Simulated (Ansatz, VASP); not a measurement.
# Cross-check of In13Ga19O48 (Ga1.2In0.8O3, beta-Ga2O3 type) between VASP and Ansatz

Wanted: the spread between two codes on one cell, functional and k mesh. The cell is invented: As first built, before any earlier steps moved the atoms (in the runner's words): 1x2x2 conventional cells of the Ga2O3 type (80 atoms: 48 O, 19 Ga, 13 In); Ga/In share their sites, the best of 600 random draws by like-pair counts in two shells; start lattice of Ga2O3; atoms moved at random by 0.02 A. It may not be a known or stable phase. The structure shown is the start of the Ansatz relaxation below; VASP solves that cell, so the two are compared at the walk's first step.

Main program and level: Ansatz 0.2.0; plane waves, with VASP 6.6.1 beside it; single point at PBE.

## 1. The starting structure

The cell holds 80 atoms: 48 O, 19 Ga and 13 In. Cell: a = 12.214 Å, b = 6.074 Å, c = 11.596 Å, α = 90.0°, β = 103.8°, γ = 90.0°. It derives from Ga2O3 (Ga2O3 type, space group 12), repeated 1×2×2. As first built, before any earlier steps moved the atoms (in the runner's words): 1x2x2 conventional cells of the Ga2O3 type (80 atoms: 48 O, 19 Ga, 13 In); Ga/In share their sites, the best of 600 random draws by like-pair counts in two shells; start lattice of Ga2O3; atoms moved at random by 0.02 A.

## 2. Ansatz: relaxation, PBE

Ansatz runs on its default PAW (the set named soft_2) files.

The two programs are compared at the cell with which this relaxation starts, whose forces are those of its first step.

Input file input.yaml:

```yaml
crystal:
  lattice:
    - [12.214, 0.0, 0.0]
    - [0.0, 6.0742, 0.0]
    - [-2.77198, 0.0, 11.26002]
  atoms:
    - { symbol: O, position: [0.16513, 0.99453, 0.05619] }
    - { symbol: O, position: [0.33463, 0.24961, 0.4427] }
    - { symbol: O, position: [0.17317, 0.99949, 0.28149] }
    - { symbol: O, position: [0.3283, 0.25463, 0.21863] }
    - { symbol: O, position: [0.49521, 0.00366, 0.1269] }
    - { symbol: O, position: [0.00405, 0.25071, 0.37212] }
    - { symbol: O, position: [0.66328, 0.24913, 0.05463] }
    - { symbol: O, position: [0.83504, 0.9954, 0.44509] }
    - { symbol: O, position: [0.67055, 0.24867, 0.28431] }
    - { symbol: O, position: [0.82708, 0.0004, 0.21622] }
    - { symbol: O, position: [0.99972, 0.25212, 0.12619] }
    - { symbol: O, position: [0.50046, 0.00242, 0.36921] }
    - { symbol: O, position: [0.16441, 1.0, 0.55628] }
    - { symbol: O, position: [0.33564, 0.25356, 0.94355] }
    - { symbol: O, position: [0.17462, 0.00279, 0.78179] }
    - { symbol: O, position: [0.32661, 0.25856, 0.7185] }
    - { symbol: O, position: [0.49732, 0.00109, 0.62646] }
    - { symbol: O, position: [0.00138, 0.24833, 0.87146] }
    - { symbol: O, position: [0.66723, 0.24733, 0.55522] }
    - { symbol: O, position: [0.83377, 0.00376, 0.94908] }
    - { symbol: O, position: [0.67131, 0.24136, 0.78194] }
    - { symbol: O, position: [0.82632, 0.00066, 0.71826] }
    - { symbol: O, position: [0.99545, 0.25174, 0.62804] }
    - { symbol: O, position: [0.50713, 0.9955, 0.87414] }
    - { symbol: O, position: [0.16409, 0.49878, 0.05132] }
    - { symbol: O, position: [0.33744, 0.74652, 0.44474] }
    - { symbol: O, position: [0.1734, 0.50005, 0.28149] }
    - { symbol: O, position: [0.32715, 0.74939, 0.21837] }
    - { symbol: O, position: [0.49512, 0.49681, 0.12622] }
    - { symbol: O, position: [0.00267, 0.74494, 0.37129] }
    - { symbol: O, position: [0.66554, 0.75184, 0.05783] }
    - { symbol: O, position: [0.8344, 0.50211, 0.44404] }
    - { symbol: O, position: [0.67222, 0.74628, 0.2818] }
    - { symbol: O, position: [0.82715, 0.49773, 0.21684] }
    - { symbol: O, position: [0.99691, 0.74675, 0.12996] }
    - { symbol: O, position: [0.50365, 0.50422, 0.37413] }
    - { symbol: O, position: [0.16315, 0.50628, 0.55495] }
    - { symbol: O, position: [0.3356, 0.75271, 0.94533] }
    - { symbol: O, position: [0.17585, 0.50202, 0.78297] }
    - { symbol: O, position: [0.32684, 0.74727, 0.7188] }
    - { symbol: O, position: [0.49465, 0.4979, 0.62986] }
    - { symbol: O, position: [0.00705, 0.75309, 0.87314] }
    - { symbol: O, position: [0.66492, 0.75361, 0.55798] }
    - { symbol: O, position: [0.83681, 0.49903, 0.94576] }
    - { symbol: O, position: [0.67552, 0.7496, 0.77796] }
    - { symbol: O, position: [0.82631, 0.49967, 0.71945] }
    - { symbol: O, position: [0.99814, 0.75196, 0.62844] }
    - { symbol: O, position: [0.50029, 0.50767, 0.86523] }
    - { symbol: Ga, position: [0.08858, 0.00231, 0.39694] }
    - { symbol: Ga, position: [0.58994, 0.24919, 0.39906] }
    - { symbol: Ga, position: [0.84143, 0.25448, 0.3438] }
    - { symbol: Ga, position: [0.08956, 0.00272, 0.89757] }
    - { symbol: Ga, position: [0.40957, 0.24703, 0.60209] }
    - { symbol: Ga, position: [0.15645, 0.24418, 0.65897] }
    - { symbol: Ga, position: [0.34097, 0.99702, 0.84177] }
    - { symbol: Ga, position: [0.84351, 0.24896, 0.84399] }
    - { symbol: Ga, position: [0.0914, 0.5062, 0.39538] }
    - { symbol: Ga, position: [0.41044, 0.75228, 0.10463] }
    - { symbol: Ga, position: [0.91014, 0.49846, 0.10378] }
    - { symbol: Ga, position: [0.84017, 0.7488, 0.34194] }
    - { symbol: Ga, position: [0.0919, 0.49919, 0.89751] }
    - { symbol: Ga, position: [0.40959, 0.75714, 0.60551] }
    - { symbol: Ga, position: [0.33981, 0.49892, 0.84128] }
    - { symbol: Ga, position: [0.59149, 0.75012, 0.89606] }
    - { symbol: Ga, position: [0.91195, 0.49909, 0.6031] }
    - { symbol: Ga, position: [0.65831, 0.49839, 0.65717] }
    - { symbol: Ga, position: [0.83924, 0.75001, 0.84481] }
    - { symbol: In, position: [0.41068, 0.25184, 0.10226] }
    - { symbol: In, position: [0.15967, 0.25376, 0.15721] }
    - { symbol: In, position: [0.34244, 0.99548, 0.3475] }
    - { symbol: In, position: [0.90794, 0.00495, 0.10216] }
    - { symbol: In, position: [0.65728, 0.99746, 0.15791] }
    - { symbol: In, position: [0.59091, 0.24662, 0.89828] }
    - { symbol: In, position: [0.91074, 0.00108, 0.60472] }
    - { symbol: In, position: [0.65874, 0.99532, 0.65679] }
    - { symbol: In, position: [0.15832, 0.75526, 0.15398] }
    - { symbol: In, position: [0.3457, 0.5025, 0.34584] }
    - { symbol: In, position: [0.59288, 0.74935, 0.39758] }
    - { symbol: In, position: [0.6619, 0.49824, 0.15997] }
    - { symbol: In, position: [0.16228, 0.7491, 0.65715] }
kpoints:
  mp_grid: { grid: [2, 3, 2], shift: [0.5, 0.0, 0.5] }
hamiltonian:
  xc: pbe
scf:
  occupations: { method: fermi_dirac, width: 0.01 }
output:
  forces: true
  stress: true
relax:
  f_tol: 0.02
  max_steps: 45
  cell: { stress_tol: 0.1 }
```

Run with:

```console
> ansatz run input.yaml --threads 8 --pin off --max-ram 15360MiB --backend cpu --events-out ev --progress --plain --runs-dir out
```

Numbers of over 12 decimals in the logs are rounded to 6 here.

What it wrote:

```text
The last accepted step is kept in <dir> (removed where the run ends without a failure and the disk answers)
Engine: ansatz 0.2.0, x86_64-unknown-linux-gnu
Pseudopotentials: kind: paw
Pseudopotential: O, paw, valence charge 6, recommended cutoff 420 eV (normal), O.paw.azcp
Pseudopotential: Ga, paw, valence charge 13, recommended cutoff 420 eV (normal), Ga.paw.azcp
Pseudopotential: In, paw, valence charge 13, recommended cutoff 420 eV (normal), In.paw.azcp
Functional definition: PBE
  parameter kappa = 0.804
  parameter beta = 0.066725
  exchange = pbe_x(kappa = kappa, mu = beta*pi^2/3)
  correlation = pbe_c(beta = beta)
Crystal: 80 atoms, lattice volume = 835.384 Å³
Basis set: ecut = 420 eV, 16313 PW (Γ), exchange–correlation on 180×90×160 points (8 copies of the dense FFT grid, shifted against one another)
Bands: 432, of which v1, the nominal top of the filled ones, is band 352 counted from 1 (351 counted from 0)
Symmetry: 1 space group operations
Space group: P1 (ITA 1), of the structure as read, at distance tolerance 9.4e-5 Å
k-points: 6 of 12 (time reversal used)
Non-local potential: O, projectors of the file, l = 0: 2, l = 1: 2, l = 2: 1
Non-local potential: Ga, projectors of the file, l = 0: 2, l = 1: 2, l = 2: 3, l = 3: 1
Non-local potential: In, projectors of the file, l = 0: 2, l = 1: 2, l = 2: 2, l = 3: 2
PAW form: soft (Blöchl's): semilocal exchange-correlation on the pseudo side does not see the compensation charge
PAW one-centre angular grid: O, 110 points (default); XC on 64 Gauss nodes
PAW one-centre angular grid: Ga, 590 points (default); XC on 64 Gauss nodes
PAW one-centre angular grid: In, 590 points (default); XC on 64 Gauss nodes
Initial density: superposition of atomic densities (neutral atoms: chi_scale 0, normalization atom), corrected by the library's trained network
Initial wavefunctions: pseudopotential atomic-orbital guess
Functional: x = pbe(κ = 0.804, μ = 0.219515), c = pbe(β = 0.066725)
SCF iter   1: F=—  HF=-171870.622226 eV  |F-HF|=—  |Δ(HF+E_count)|=         —  Δρ=2.10e-3  dr2=4.18e-2  ethr=1.77e-3  ⟨swp⟩=6.0  Hψ=9763  notcnv=0  defer=27
preconditioner: auto → Resta (q_TF=auto, 2.652 Å⁻¹)  ε∞=4.6  [insulator: Δε(μ)=2.685 eV  Ē_g=17.957 eV  σ=0.010 eV  W_gap=1.00  n_scr=268 (ndim 8)  ℏωp=34.1 eV  f_vac=0.008  D(μ)=0.00/eV (n_scr^D=0)  ε∞_Penn≈4.6]
SCF iter   2: F=—  HF=-171870.623252 eV  |F-HF|=—  |Δ(HF+E_count)|=   1.03e-3  Δρ=1.04e-3  dr2=1.39e-2  ethr=5.94e-6  ⟨swp⟩=2.0  Hψ=5123  notcnv=0  defer=451
SCF iter   3: F=—  HF=-171870.624229 eV  |F-HF|=—  |Δ(HF+E_count)|=   9.76e-4  Δρ=2.47e-4  dr2=1.46e-3  ethr=1.98e-6  ⟨swp⟩=2.2  Hψ=3035  notcnv=0  defer=451
SCF iter   4: F=—  HF=-171870.623975 eV  |F-HF|=—  |Δ(HF+E_count)|=   2.54e-4  Δρ=1.23e-4  dr2=2.05e-4  ethr=2.08e-7  ⟨swp⟩=2.0  Hψ=3957  notcnv=0  defer=451
SCF iter   5: F=—  HF=-171870.623902 eV  |F-HF|=—  |Δ(HF+E_count)|=   7.23e-5  Δρ=5.47e-5  dr2=3.62e-5  ethr=2.92e-8  ⟨swp⟩=2.0  Hψ=3967  notcnv=0  defer=451
SCF iter   6: F=—  HF=-171870.623860 eV  |F-HF|=—  |Δ(HF+E_count)|=   4.20e-5  Δρ=1.88e-5  dr2=4.14e-6  ethr=5.14e-9  ⟨swp⟩=2.0  Hψ=4398  notcnv=0  defer=451
SCF iter   7: F=—  HF=-171870.623860 eV  |F-HF|=—  |Δ(HF+E_count)|=   2.01e-7  Δρ=5.33e-6  dr2=3.24e-7  ethr=5.88e-10  ⟨swp⟩=2.0  Hψ=3945  notcnv=0  defer=451
SCF iter   8: F=—  HF=-171870.623860 eV  |F-HF|=—  |Δ(HF+E_count)|=   3.53e-8  Δρ=2.84e-6  dr2=5.30e-8  ethr=1.42e-11  ⟨swp⟩=4.0  Hψ=8401  notcnv=0
SCF iter   9: F=-171870.623860 eV  HF=-171870.623860 eV  |F-HF|=3.29e-9  |Δ(HF+E_count)|=   5.31e-8  Δρ=1.01e-6  dr2=9.00e-9  ethr=7.53e-12  ⟨swp⟩=4.0  Hψ=7375  notcnv=0
SCF 1 converged in 9 iterations: F = -171870.623860 eV  dr2 = 9.00e-9
  greatest PAW one-centre occupation: 0.998 electrons in one spin orbital (limit 2), on the Ga atom at site 62 (counted from 0), in its partial waves of l = 2
relax step   1: F+E_penalty+E_count = -171870.62386041 eV  Δ(F+E_penalty+E_count) = +0.000e0 eV  max|allowed force component| = 7.658e0 eV/Å  Δτ_max = 0.0000 Å  P = +46.189 GPa  Ω = 835.384 Å³  (9 SCF iters, dr2 threshold 1.00e-7 eV, accepted)
Crystal: 80 atoms, lattice volume = 949.358 Å³
Basis set: ecut = 420 eV, 18571 PW (Γ), exchange–correlation on 180×90×160 points (8 copies of the dense FFT grid, shifted against one another)
Initial density: handed on by an earlier stage of this run
Initial wavefunctions: those handed on with the density
iter 1 solved again at ethr=1.06e-3 eV; its pass at ethr=3.10e-3 eV (dr2=7.45e0 eV) is discarded
SCF iter   1: F=—  HF=-171899.151912 eV  |F-HF|=—  |Δ(HF+E_count)|=         —  Δρ=3.38e-2  dr2=7.43e0  ethr=1.06e-3  ⟨swp⟩=3.5  Hψ=14072  notcnv=0
preconditioner: auto → Resta (q_TF=auto, 2.596 Å⁻¹)  ε∞=4.6  [insulator: Δε(μ)=1.885 eV  Ē_g=16.834 eV  σ=0.010 eV  W_gap=1.00  n_scr=284 (ndim 8)  ℏωp=32.0 eV  f_vac=0.047  D(μ)=0.00/eV (n_scr^D=0)  ε∞_Penn≈4.6]
[...]
atom  52  Ga     0.00378967     0.00203243     0.00304721
  atom  53  Ga    -0.00382973     0.00281842     0.00010136
  atom  54  Ga     0.01110321     0.00120131     0.00235514
  atom  55  Ga     0.00331516    -0.00110976    -0.00079326
  atom  56  Ga    -0.00523776     0.00418517     0.00187007
  atom  57  Ga     0.00206662     0.00064866    -0.00077551
  atom  58  Ga     0.00233926     0.00110810    -0.00126856
  atom  59  Ga    -0.00639515    -0.00127794     0.00064472
  atom  60  Ga    -0.00388411    -0.00164764    -0.00057969
  atom  61  Ga     0.00069352    -0.00065770     0.00254472
  atom  62  Ga    -0.00338318    -0.00340970    -0.00476510
  atom  63  Ga     0.00004872    -0.00764881     0.00081304
  atom  64  Ga    -0.00210360    -0.00093440     0.00635801
  atom  65  Ga    -0.00050215    -0.00175653    -0.00185057
  atom  66  Ga    -0.00321691     0.00006145    -0.00261161
  atom  67  Ga    -0.00605264    -0.00116413     0.00282633
  atom  68  In    -0.00066898    -0.00036113     0.00066678
  atom  69  In     0.00167093    -0.00308860     0.00023904
  atom  70  In    -0.00054906     0.00378242    -0.00295216
  atom  71  In    -0.00040147     0.00185310     0.00027597
  atom  72  In    -0.00142187     0.00140046     0.00198003
  atom  73  In     0.00437949    -0.00411880    -0.00041083
  atom  74  In    -0.00390244     0.00002189     0.00060246
  atom  75  In     0.00392172     0.00060764     0.00051903
  atom  76  In     0.00325440     0.00020165     0.00332789
  atom  77  In     0.00134666     0.00035837    -0.00053883
  atom  78  In     0.00249845    -0.00095122    -0.00180904
  atom  79  In     0.00657446    -0.00093708     0.00065703
  atom  80  In     0.00154211     0.00082777     0.00140285
  max |Σ_I F_I| component: 7.24e-6 eV/Å
--- Stress (GPa, compression-positive) ---
        0.037034      -0.005308       0.009386
       -0.005308       0.027942       0.004840
        0.009386       0.004840       0.002875
  P = ⅓ Tr σ = 0.0226 GPa (0.226 kbar)
--- Relaxed structure (9 steps of the walk, 9 accepted, 2 SCFs on fresh bases) ---
  F+E_penalty+E_count = -171900.46786404 eV   max|allowed force component| = 1.110e-2 eV/Å   (the final SCF, on the basis selected at the relaxed cell)
  cell:  # Å, volume = 990.2118 Å³
    - [12.843653, 0.00837031, 0.014948]
    - [0.00416268, 6.461061, 0.00711713]
    - [-2.901100, 0.011294, 11.929260]
  atoms:
    - { symbol: O, position: [0.162181, 1.003846, 0.042053] }
    - { symbol: O, position: [0.335984, 0.246662, 0.461539] }
    - { symbol: O, position: [0.163421, 0.995108, 0.287031] }
    - { symbol: O, position: [0.319406, 0.248172, 0.225521] }
    - { symbol: O, position: [0.485851, -0.011017, 0.126026] }
    - { symbol: O, position: [0.00109132, 0.249788, 0.371145] }
    - { symbol: O, position: [0.675197, 0.246381, 0.056634] }
    - { symbol: O, position: [0.833267, 0.999288, 0.437404] }
    - { symbol: O, position: [0.679566, 0.256544, 0.293454] }
    - { symbol: O, position: [0.830594, 0.00141063, 0.233981] }
    - { symbol: O, position: [0.981275, 0.262784, 0.120146] }
    - { symbol: O, position: [0.515983, 0.015094, 0.377954] }
    - { symbol: O, position: [0.149676, 1.015864, 0.549179] }
    - { symbol: O, position: [0.343368, 0.253360, 0.926261] }
    - { symbol: O, position: [0.175128, 0.00904877, 0.781691] }
    - { symbol: O, position: [0.322653, 0.243550, 0.711767] }
    - { symbol: O, position: [0.489971, -0.00131641, 0.631061] }
    - { symbol: O, position: [0.00839928, 0.250068, 0.869902] }
    - { symbol: O, position: [0.669321, 0.264135, 0.556394] }
    - { symbol: O, position: [0.832004, 0.00278263, 0.926371] }
    - { symbol: O, position: [0.681827, 0.268654, 0.779668] }
    - { symbol: O, position: [0.834070, -0.000328294, 0.728421] }
    - { symbol: O, position: [1.003143, 0.274566, 0.631677] }
    - { symbol: O, position: [0.499461, 0.983902, 0.867469] }
[...]
- { symbol: O, position: [0.498312, 0.492194, 0.633776] }
    - { symbol: O, position: [0.0095029, 0.749671, 0.870078] }
    - { symbol: O, position: [0.674503, 0.728496, 0.570837] }
    - { symbol: O, position: [0.844189, 0.500572, 0.939517] }
    - { symbol: O, position: [0.676843, 0.734011, 0.789899] }
    - { symbol: O, position: [0.831621, 0.496259, 0.719107] }
    - { symbol: O, position: [0.991409, 0.730879, 0.628480] }
    - { symbol: O, position: [0.497333, 0.523459, 0.871901] }
    - { symbol: Ga, position: [0.081950, 0.00312086, 0.396839] }
    - { symbol: Ga, position: [0.599276, 0.251856, 0.405898] }
    - { symbol: Ga, position: [0.843240, 0.250629, 0.344947] }
    - { symbol: Ga, position: [0.089830, 0.000811941, 0.890834] }
    - { symbol: Ga, position: [0.410751, 0.248860, 0.608736] }
    - { symbol: Ga, position: [0.160907, 0.254548, 0.651710] }
    - { symbol: Ga, position: [0.339379, 1.000932, 0.836956] }
    - { symbol: Ga, position: [0.849111, 0.254943, 0.839893] }
    - { symbol: Ga, position: [0.081592, 0.496400, 0.398480] }
    - { symbol: Ga, position: [0.401483, 0.753859, 0.094727] }
    - { symbol: Ga, position: [0.901521, 0.501843, 0.096645] }
    - { symbol: Ga, position: [0.847847, 0.749272, 0.344977] }
    - { symbol: Ga, position: [0.090087, 0.498246, 0.890849] }
    - { symbol: Ga, position: [0.418600, 0.742327, 0.614746] }
    - { symbol: Ga, position: [0.339301, 0.513046, 0.842979] }
    - { symbol: Ga, position: [0.589641, 0.751636, 0.896162] }
    - { symbol: Ga, position: [0.907538, 0.498218, 0.600948] }
    - { symbol: Ga, position: [0.663907, 0.494100, 0.664686] }
    - { symbol: Ga, position: [0.846348, 0.747311, 0.841447] }
    - { symbol: In, position: [0.395353, 0.256692, 0.096155] }
    - { symbol: In, position: [0.147193, 0.250562, 0.156232] }
    - { symbol: In, position: [0.343513, 0.998133, 0.351174] }
    - { symbol: In, position: [0.889944, -0.000934622, 0.093793] }
    - { symbol: In, position: [0.655273, 0.999181, 0.165199] }
    - { symbol: In, position: [0.585280, 0.254882, 0.894484] }
    - { symbol: In, position: [0.914376, 0.00781353, 0.601220] }
    - { symbol: In, position: [0.661097, 0.999806, 0.665059] }
    - { symbol: In, position: [0.152675, 0.747615, 0.151698] }
    - { symbol: In, position: [0.339968, 0.497536, 0.351485] }
    - { symbol: In, position: [0.598450, 0.741512, 0.406366] }
    - { symbol: In, position: [0.660123, 0.504234, 0.158540] }
    - { symbol: In, position: [0.158870, 0.746523, 0.653596] }
```

(Part 1 of 2 ends here.)

[Lines on the potential files, build, host, timing and source positions are cut from VASP's logs without a mark.]

[Logs are printed without paths, hosts, clocks, repeated set-up lines and the standing remarks that a program may print on its own settings, such as how far it seeks lower states.]

[Hosts, paths, dates, database ids (printed as entryN), source tags and the programs' standing remarks are cut or masked in the printed files.]
